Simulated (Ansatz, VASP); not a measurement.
## Ga in VASP and in Ansatz

```
CELL_PARAMETERS angstrom
2.63208 0.00000 0.00000
0.00000 2.63208 0.00000
0.00000 0.00000 2.63309
ATOMIC_POSITIONS crystal
Ga 0.00000 0.00000 0.00000
```

Alike in both runs: functional PBE; k mesh 20 × 20 × 20; occupations gaussian, width 0.1 eV; no spin polarisation.

Ansatz relaxed the structure, and its values are those at the end. VASP's run is a single point on that final structure, the one shown.

```csv
,VASP,Ansatz
version,VASP 6.6.1,Ansatz 0.2.0
potentials or method,"VASP PAW PBE potentials, release 64 (Ga_d)","scalar-relativistic, plane waves, PAW"
plane-wave cutoff (eV),520,420
valence electrons in the cell,13,13
```

```tsv
	VASP	Ansatz	Ansatz less VASP
gap on the k mesh at the Fermi level (eV)	none	none	-
pressure (GPa)	5.7	5.7	-0.08
```

A gap of «none» marks a metal or a gap that the smearing closes.
